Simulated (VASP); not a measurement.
# ZnS (F-43m) under biaxial strain in the (110) plane

How do the elastic response and the band edges of ZnS follow biaxial strain in the (110) plane?

Method: LDA; plane waves and PAW (Zn, S), in the first sound run; inputs show where later runs differ, in VASP 6.6.1.

### Step 1. The starting structure

The structure is cubic, space group F-43m (No. 216). The conventional cell has a = 5.410 Å, b = 5.410 Å, c = 5.410 Å, α = 90.00°, β = 90.00°, γ = 90.00°. Zn has 4 S at 2.34 Å nearest. S has 4 Zn at 2.34 Å nearest. Farther neighbours and most contacts between anions are not listed.

### Step 2. Relax the crystal, LDA

The series starts from the cell that this level prefers, so that zero strain is near zero stress.

This step took 2 runs in a row; the last is shown.

Level: LDA; plane waves and PAW (Zn, S).

INCAR

```
SYSTEM = ZnS
PREC = Accurate
ENCUT = 450
EDIFF = 1E-07
NELM = 120
ISMEAR = 0
SIGMA = 0.02
LREAL = .FALSE.
ALGO = Normal
GGA = CA
NBANDS = 15
LASPH = .TRUE.
LORBIT = 11
LWAVE = .FALSE.
LCHARG = .FALSE.
KPAR = 16
IBRION = 2
NSW = 40
ISIF = 3
EDIFFG = -0.005
POTIM = 0.4
```

POSCAR

```
ZnS
1.0
    0.0000000000      2.6503118738      2.6503118738
    2.6503118738      0.0000000000      2.6503118738
    2.6503118738      2.6503118738      0.0000000000
Zn S
1 1
Direct
    0.0000000000      0.0000000000      0.0000000000
    0.2500000000      0.2500000000      0.2500000000
```

KPOINTS

```
Automatic mesh
0
Gamma
10 10 10
0 0 0
```

Potentials, in the order of the species: Zn and S (LDA family, release 64).

Run with:

```bash
> mpirun -np 16 vasp_std
```

What it wrote:

```text
[banner, memory and clock lines left out]
running   16 mpi-ranks, on    1 nodes
[...]
|                                                                             |
|           W    W    AA    RRRRR   N    N  II  N    N   GGGG   !!!           |
|           W    W   A  A   R    R  NN   N  II  NN   N  G    G  !!!           |
|           W    W  A    A  R    R  N N  N  II  N N  N  G       !!!           |
|           W WW W  AAAAAA  RRRRR   N  N N  II  N  N N  G  GGG   !            |
|           WW  WW  A    A  R   R   N   NN  II  N   NN  G    G                |
|           W    W  A    A  R    R  N    N  II  N    N   GGGG   !!!           |
|                                                                             |
|     For optimal performance we recommend to set                             |
|       NCORE = 2 up to number-of-cores-per-socket                            |
|     NCORE specifies how many cores store one orbital (NPAR=cpu/NCORE).      |
|     This setting can greatly improve the performance of VASP for DFT.       |
[...]
|     Unfortunately you need to use the default for GW and RPA                |
|     calculations (for HF NCORE is supported but not extensively tested      |
|     yet).                                                                   |
|                                                                             |

 LDA part: xc-table for (Slater(with rela. corr.)+CA(PZ))
 , standard interpolation
 POSCAR, INCAR and KPOINTS ok, starting setup
[...]
entering main loop
       N       E                     dE             d eps       ncg     rms          rms(c)
DAV:   1     0.844924030625E+02    0.84492E+02   -0.83039E+03  1417   0.133E+03
DAV:   2    -0.297509783239E+01   -0.87468E+02   -0.82414E+02  1599   0.256E+02
DAV:   3    -0.858274073883E+01   -0.56076E+01   -0.55833E+01  1753   0.659E+01
DAV:   4    -0.864432556638E+01   -0.61585E-01   -0.61569E-01  1669   0.714E+00
[...]
DAV:  11    -0.820746683210E+01    0.32619E-05   -0.10281E-05  2185   0.683E-02    0.404E-03
DAV:  12    -0.820746695401E+01   -0.12191E-06   -0.12543E-06  1697   0.113E-02    0.155E-03
DAV:  13    -0.820746695555E+01   -0.15443E-08   -0.39806E-08  1062   0.174E-03
   1 F= -.82074670E+01 E0= -.82074670E+01  d E =-.820747E+01
[...]
reached required accuracy - stopping structural energy minimisation
```

Run time: 2.4 s. Hardware: 16 MPI ranks of Intel Xeon 6975P-C (Granite Rapids), shared host; peak memory 2.4 GiB; 23 s of CPU time.

Lines that name or quote the potential files are left out of all logs, and their timing lines are given in words.

Parts of OUTCAR (step 2):

```text
  Total       -0.0065099     -0.0065099     -0.0065099     -0.0000000     -0.0000000      0.0000000
  in kB       -0.2801341     -0.2801341     -0.2801341     -0.0000000     -0.0000000      0.0000000
  external PRESSURE =      -0.2801341 kB  Pullay stress =       0.0000000 kB

 POSITION                                       TOTAL-FORCE (eV/Angst)
 -----------------------------------------------------------------------------------
      0.00000      0.00000      0.00000         0.000000      0.000000      0.000000
      1.32516      1.32516      1.32516        -0.000000     -0.000000     -0.000000
 -----------------------------------------------------------------------------------
    total drift:                                0.000001      0.000001      0.000001

  FREE ENERGIE OF THE ION-ELECTRON SYSTEM (eV)
  ---------------------------------------------------
  free  energy   TOTEN  =        -8.2074669555 eV

  energy  without entropy=       -8.2074669555  energy(sigma->0) =       -8.20746696

 reached required accuracy - stopping structural energy minimisation

[... 3 further parts left out ...]
[key lines of the parts left out:]
E-fermi :   2.5842
```

Read from the output:

| Quantity | Value |
| --- | --- |
| energy(sigma→0) of the program | -8.2075 eV |
| stress, compression positive | -0.03 along [110], -0.03 across it (mean), GPa |
| volume | 37.232 Å³ |
| ionic steps | 1 |

### Step 3. Strain along the normal, LDA

One member in full: the plane is strained by 2 %, and the strain along the normal is moved by secant steps until the normal stress is under 0.012 GPa or five steps are spent; the atoms relax at each step.

This step took 3 runs, each at a new trial strain with the atoms of the one before; the last is shown.

Level: LDA; plane waves and PAW (Zn, S); cell typed or built by script.

Changes to INCAR since step 2:

```diff
@@ -15,7 +15,7 @@
 LCHARG = .FALSE.
-KPAR = 16
-IBRION = 2
-NSW = 40
-ISIF = 3
-EDIFFG = -0.005
-POTIM = 0.4
+KPAR = 4
+IBRION = 1
+NSW = 25
+ISIF = 2
+EDIFFG = -0.004
+POTIM = 0.3
```

POSCAR

```
ZnS
1.0
   -0.0461217850      2.6571963260      2.7033181110
    2.6571963260     -0.0461217850      2.7033181110
    2.6110745410      2.6110745410      0.0000000000
Zn S
1 1
Direct
    0.9968756084      0.9968756084      0.0031243916
    0.2531243916      0.2531243916      0.2468756084
```

KPOINTS is that of step 2.

Run with:

```bash
> mpirun -np 4 vasp_std
```

What it wrote:

```text
[banner, memory and clock lines left out]
running    4 mpi-ranks, on    1 nodes
[...]
LDA part: xc-table for (Slater(with rela. corr.)+CA(PZ))
 , standard interpolation
 POSCAR, INCAR and KPOINTS ok, starting setup
[...]
entering main loop
       N       E                     dE             d eps       ncg     rms          rms(c)
DAV:   1     0.831759803467E+02    0.83176E+02   -0.82984E+03  5146   0.130E+03
DAV:   2    -0.316476606831E+01   -0.86341E+02   -0.81594E+02  5662   0.253E+02
DAV:   3    -0.856840539049E+01   -0.54036E+01   -0.53775E+01  6488   0.645E+01
DAV:   4    -0.862632038834E+01   -0.57915E-01   -0.57900E-01  6201   0.692E+00
[...]
DAV:  11    -0.819346739851E+01    0.26483E-05   -0.76755E-06  8115   0.552E-02    0.424E-03
DAV:  12    -0.819346749233E+01   -0.93818E-07   -0.10969E-06  6068   0.845E-03    0.176E-03
DAV:  13    -0.819346748563E+01    0.67002E-08   -0.42888E-08  4028   0.242E-03
   1 F= -.81934675E+01 E0= -.81934675E+01  d E =-.819347E+01
 BRION: g(F)=  0.281E-05 g(S)=  0.000E+00
[...]
N       E                     dE             d eps       ncg     rms          rms(c)
DAV:   1    -0.819346936987E+01   -0.18775E-05   -0.24332E-04  5424   0.116E-01    0.387E-03
DAV:   2    -0.819346981954E+01   -0.44968E-06   -0.47653E-06  6236   0.168E-02    0.136E-03
DAV:   3    -0.819346980816E+01    0.11386E-07   -0.37618E-08  4553   0.186E-03
   2 F= -.81934698E+01 E0= -.81934698E+01  d E =-.232253E-05
 BRION: g(F)=  0.117E-05 g(S)=  0.000E+00 retain N=  1 mean eig= 2.82
 eig:   2.815
[...]
N       E                     dE             d eps       ncg     rms          rms(c)
DAV:   1    -0.819347004679E+01   -0.22724E-06   -0.79784E-04  5382   0.210E-01    0.701E-03
DAV:   2    -0.819347146483E+01   -0.14180E-05   -0.15108E-05  6229   0.299E-02    0.251E-03
DAV:   3    -0.819347143050E+01    0.34334E-07   -0.12189E-07  5101   0.333E-03
   3 F= -.81934714E+01 E0= -.81934714E+01  d E =-.162234E-05
 BRION: g(F)=  0.147E-09 g(S)=  0.000E+00 retain N=  1 mean eig= 2.78
 eig:   2.784
 reached required accuracy - stopping structural energy minimisation
```

Wall time 14 s (4 MPI ranks); peak memory 0.75 GiB.

Parts of OUTCAR (step 3):

```text
  Total       -0.4279203     -0.4279203     -0.6275367      0.4273439      0.0000000      0.0000000
  in kB      -17.9651112    -17.9651112    -26.3454806     17.9409102      0.0000000      0.0000000
  external PRESSURE =     -20.7585677 kB  Pullay stress =       0.0000000 kB

 POSITION                                       TOTAL-FORCE (eV/Angst)
 -----------------------------------------------------------------------------------
      2.61107      2.61107      5.39031        -0.000000     -0.000000     -0.000050
      1.30554      1.30554      1.36798         0.000000      0.000000      0.000050
 -----------------------------------------------------------------------------------
    total drift:                               -0.000000     -0.000000      0.000078

  FREE ENERGIE OF THE ION-ELECTRON SYSTEM (eV)
  ---------------------------------------------------
  free  energy   TOTEN  =        -8.1934714305 eV

  energy  without entropy=       -8.1934714305  energy(sigma->0) =       -8.19347143

[... 1 part as in an earlier step ...]

[... 3 further parts left out ...]
[key lines of the parts left out:]
E-fermi :   2.5260
```

Numbers from this step:

```
energy(sigma→0) of the program : -8.1935 eV
stress, compression positive   : 0.00 along [110], -3.11 across it (mean), GPa
ionic steps                    : 3
```

### Step 4. Band edges, HSE06

Short lines in KPOINTS_OPT sample the zone centre along and across the normal of the plane, for masses, and the other valleys.

Level: HSE06; plane waves and PAW (Zn, S); cell typed or built by script.

INCAR

```
SYSTEM = ZnS
PREC = Accurate
ENCUT = 450
EDIFF = 1E-06
NELM = 100
ISMEAR = 0
SIGMA = 0.02
LREAL = .FALSE.
ALGO = Normal
LHFCALC = .TRUE.
AEXX = 0.25
GGA = PE
HFSCREEN = 0.2
LASPH = .TRUE.
NBANDS = 14
PRECFOCK = Fast
LWAVE = .FALSE.
LCHARG = .FALSE.
KPAR = 4
```

POSCAR

```
ZnS
1.0
   -0.0461217850      2.6571963260      2.7033181110
    2.6571963260     -0.0461217850      2.7033181110
    2.6110745410      2.6110745410      0.0000000000
Zn S
1 1
Direct
    0.9969806617      0.9969806617      0.0030193383
    0.2530193383      0.2530193383      0.2469806617
```

KPOINTS

```
Automatic mesh
0
Gamma
5 5 5
0 0 0
```

KPOINTS_OPT

```
Line mode
6
Line-mode
Reciprocal
  0.00000000   0.00000000   0.00000000
  0.01469246   0.01469246   0.02938491

  0.00000000   0.00000000   0.00000000
 -0.01521151   0.01521151   0.00000000

  0.31000000   0.31000000   0.00000000
  0.50000000   0.50000000   0.00000000

  0.00000000   0.31000000   0.31000000
  0.00000000   0.50000000   0.50000000

  0.45000000   0.45000000   0.45000000
  0.50000000   0.50000000   0.50000000

  0.45000000   0.00000000   0.00000000
  0.50000000   0.00000000   0.00000000

  0.42500000   0.42500000   0.00000000
  0.42463297   0.44614530   0.02077827

  0.50000000   0.50000000   0.50000000
  0.48478849   0.51521151   0.50000000
```

Run with:

```bash
> mpirun -np 4 vasp_std
```

What it wrote:

```text
[banner, memory and clock lines left out]
running    4 mpi-ranks, on    1 nodes
[...]
|                                                                             |
|               ----> ADVICE to this user running VASP <----                  |
|                                                                             |
|     You enforced a specific xc type in the INCAR file but a different       |
|     [... a line on the potential file left out ...]
|     I HOPE YOU KNOW WHAT YOU ARE DOING!                                     |
|                                                                             |

 LDA part: xc-table for (Slater+PW92), standard interpolation
 found WAVECAR, reading the header
 POSCAR, INCAR and KPOINTS ok, starting setup
[...]
reading WAVECAR
 the WAVECAR file was read successfully
 initial charge from wavefunction
 entering main loop
       N       E                     dE             d eps       ncg     rms          rms(c)
DAV:   1    -0.842585362211E+01   -0.84259E+01   -0.12918E+00   970   0.354E+01    0.307E+00
DAV:   2    -0.837755018806E+01    0.48303E-01   -0.30833E-01   924   0.127E+01    0.210E+00
DAV:   3    -0.837552311045E+01    0.20271E-02   -0.32447E-02   972   0.331E+00    0.146E+00
DAV:   4    -0.837496926135E+01    0.55385E-03   -0.32375E-03   894   0.776E-01    0.907E-01
[...]
DAV:   8    -0.837476214173E+01    0.73077E-05   -0.42176E-06   890   0.157E-02    0.869E-02
DAV:   9    -0.837475988892E+01    0.22528E-05   -0.12426E-06   648   0.997E-03    0.463E-02
DAV:  10    -0.837475907585E+01    0.81307E-06   -0.61164E-07   624   0.721E-03
   1 F= -.83747591E+01 E0= -.83747591E+01  d E =-.232622E-14
 Start KPOINTS_OPT (optional k-point list driver)
k-point batch [1-27\48]
       N       E                     dE             ncg
DAV:   1     0.965957102623E+03   -0.78382E+04      756
DAV:   2    -0.200433395057E+04   -0.29703E+04      798
DAV:   3    -0.223278063090E+04   -0.22845E+03      930
DAV:   4    -0.223770890839E+04   -0.49283E+01      966
DAV:   5    -0.223776530931E+04   -0.56401E-01     1026
DAV:   6    -0.223776634509E+04   -0.10358E-02      960
DAV:   7    -0.223776637175E+04   -0.26659E-04      930
DAV:   8    -0.223776637246E+04   -0.71896E-06      708
k-point batch [28-48\48]
       N       E                     dE             ncg
DAV:   1     0.419055556771E+04   -0.11017E+05      588
DAV:   2     0.196860049757E+04   -0.22220E+04      630
DAV:   3     0.181681592999E+04   -0.15178E+03      708
DAV:   4     0.181397685549E+04   -0.28391E+01      780
DAV:   5     0.181394198519E+04   -0.34870E-01      756
DAV:   6     0.181394133710E+04   -0.64809E-03      720
DAV:   7     0.181394132050E+04   -0.16595E-04      714
DAV:   8     0.181394132008E+04   -0.42375E-06      546
```

The job ended after 2.6 min (4 MPI ranks; peak memory 1.1 GiB).

Parts of OUTCAR (step 4):

```text
  LATTYP: Found a body centered orthorhombic cell.
 ALAT       =     3.6926170282
 B/A-ratio  =     1.0353278195
 C/A-ratio  =     1.4641746438

 Subroutine GETGRP returns: Found  4 space group operations
 (whereof  4 operations were pure point group operations)

The static configuration has the point symmetry C_2v.

 Found     27 irreducible k-points:

   k-points           NKPTS =     27   k-points in BZ     NKDIM =    125   number of bands    NBANDS=     14

   dimension x,y,z NGX =    28 NGY =   28 NGZ =   28
   dimension x,y,z NGXF=    56 NGYF=   56 NGZF=   56

   ENCUT  =  450.0 eV  33.07 Ry    5.75 a.u.   6.56  6.56  6.39*2*pi/ulx,y,z

   NELECT =      18.0000    total number of electrons

  exchange ACFDT corr.  =         0.00000000  see jH, gK, PRB 81, 115126

 E-fermi :   1.9928

 k-point     1 :       0.0000    0.0000    0.0000
  band No.  band energies     occupation
    ...
      5      -5.7640      2.00000
      6      -5.7582      2.00000
      7       1.6857      2.00000
      8       1.7127      2.00000
      9       1.8940      2.00000
     10       5.2533      0.00000
     11       9.1932      0.00000
     12       9.4585      0.00000
     13       9.7093      0.00000
     14      14.8164      0.00000

 k-point     2 :       0.2000    0.0000    0.0000
  band No.  band energies     occupation
    ...
      5      -5.7651      2.00000
      6      -5.7592      2.00000
      7      -0.6623      2.00000
      8       1.3375      2.00000
      9       1.5478      2.00000
     10       6.5967      0.00000
     11       9.5474      0.00000
     12       9.9410      0.00000
     13      10.2398      0.00000
     14      13.9032      0.00000

 POSITION                                       TOTAL-FORCE (eV/Angst)
 -----------------------------------------------------------------------------------
      2.61107      2.61107      5.39031        -0.000000     -0.000000     -0.025251
      1.30554      1.30554      1.36798         0.000000      0.000000      0.025251
 -----------------------------------------------------------------------------------
    total drift:                                0.000001     -0.000000     -0.000001

  FREE ENERGIE OF THE ION-ELECTRON SYSTEM (eV)
  ---------------------------------------------------
  free  energy   TOTEN  =        -8.3747590759 eV

  energy  without entropy=       -8.3747590759  energy(sigma->0) =       -8.37475908

[... 1 part as in an earlier step ...]

[... 7 further parts left out ...]
```

This run gave:

```
energy(sigma→0) of the program : -8.3748 eV
```

### Step 5. All members

Hybrid runs start from orbitals of a short LDA run, not shown.

Runs beyond LDA use the data sets made with LDA; this shifts their levels slightly, and their total energies have another zero.

The other members went through these steps as far as the tables show, with the same cutoff and, step by step, the same mesh; 48 runs are not shown. The session took 2.6 core hours (wall time by ranks) on a shared machine.

```csv
in-plane strain (%),strain along the normal (%),"mean of the two in-plane stresses, tension positive (GPa)",energy above the unstrained row (meV/atom),"gap on the mesh, LDA (eV)"
-2.000,1.636,-3.196,7.707,2.150
-1.500,1.203,-2.386,4.380,2.157
-1.000,0.792,-1.573,1.990,2.158
-0.500,0.381,-0.775,0.530,2.157
0,-0.016,0.021,0.000,2.150
0.500,-0.411,0.801,0.396,2.089
1.000,-0.785,1.582,1.694,2.026
1.500,-1.135,2.359,3.902,1.961
2.000,-1.480,3.113,6.997,1.894
```

Slopes at zero strain, from cubics through all rows: strain ratio -0.788, stress over strain 158 GPa.

Band edges at HSE06, counted from the valence-band top at Γ, with one row partly withheld:

```csv
in-plane strain (%),gap (eV),conduction band at Γ (eV),Δ or X valley along z (eV),Δ or X valley along x (eV),"lowest conduction level at L, [111] (eV)","lowest conduction level at L, [-111] (eV)",second valence level below the top (eV),third valence level below the top (eV)
-2.000,3.630,3.630,3.935,4.141,4.805,4.468,0.056,0.225
-1.500,3.638,3.638,4.036,4.172,4.775,4.530,0.039,0.166
-1.000,3.640,3.640,4.124,4.202,4.745,4.586,0.025,0.111
-0.500,3.639,3.639,4.200,4.232,4.716,4.640,0.011,0.054
0,3.632,3.632,4.260,4.260,4.687,4.688,0.001,0.001
0.500,?,?,4.252,4.232,4.604,4.679,0.046,0.056
1.000,3.500,3.501,4.232,4.206,4.524,4.666,0.091,0.109
1.500,3.431,3.431,4.206,4.182,4.446,4.650,0.136,0.158
2.000,3.359,3.359,4.170,4.157,4.369,4.630,0.181,0.208
```

Conduction masses, in electron masses:

```csv
in-plane strain (%),"conduction mass at Γ, along the strain axis or the normal of the plane","conduction mass at Γ, across the strain axis or in the plane"
-2.000,0.187,0.231
-1.500,0.191,0.223
-1.000,0.196,0.215
-0.500,0.201,0.210
0,0.204,0.204
0.500,0.209,0.198
1.000,0.212,0.193
1.500,0.217,0.189
2.000,0.221,0.184
```

### Step 6. A fit to the known rows

The quantity to fit is the conduction level at Γ above the mean of the three top valence levels at HSE06: 3.723, 3.707, 3.685, 3.661, 3.633, 3.567, 3.529, 3.489 eV in the rows shown.

A least-squares parabola through the 8 rows shown, with e the strain in %: E = − 0.006670 e² − 0.05877 e + 3.633 (eV), r.m.s. residual 3.4e-4 eV.

At e = 0.5 this predicts 3.6019 eV.

### Step 7. The withheld row

The calculation gives 3.6018 eV, so the prediction is 0.0001 eV too high.

### Step 8. What came out

- ratio of normal to in-plane strain: -0.788
- biaxial modulus: 158 GPa
- gap of the unstrained cell, HSE06: 3.63 eV
- slope at zero strain of the conduction level at Γ above the mean of the three top valence levels, HSE06: -59 meV per %
- error of the predicted row: 0.1 meV

As a check, the curvature of the energy gives 159 GPa for the same modulus (energy per volume = M × strain²), 0 % from the slope of the stress. At HSE06 the lowest conduction valley is Γ throughout, and the gap runs between 3.36 and 3.64 eV. Hole masses are left out throughout, since the top bands are degenerate or cross in many series; of conduction masses, those of the Γ, L and (for Si and Ge under (001) strain) Δ valleys are kept where they change by under an eighth between rows. A measured gap of unstrained ZnS is 3.85 eV (arxiv:0911.5022, direct gap E0 at Gamma, 19 K); the static gaps here belong to the lattice relaxed at LDA. HSE06 ran on a coarser mesh than the semilocal levels. Spin-orbit coupling is left out at HSE06, so the valence splittings there lack it. Δ or X levels are the lowest on their line, refined by a parabola unless they lie at X; the gap is read from all points sampled and can differ from the lowest valley by some meV, or by tens of meV where strain moves the valence top off Γ. Temperature, zero-point motion and excitons are left out.

[Lines on the potential files, build, host, timing and source positions are cut from VASP's logs without a mark.]

[Logs are printed without paths, hosts, clocks, repeated set-up lines and the standing remarks that a program may print on its own settings, such as how far it seeks lower states.]

[Hosts, paths, dates, database ids (printed as entryN), source tags and the programs' standing remarks are cut or masked in the printed files.]

[In band tables of VASP the shares of atoms and orbitals are scaled to a sum of 1 inside the atoms' spheres.]
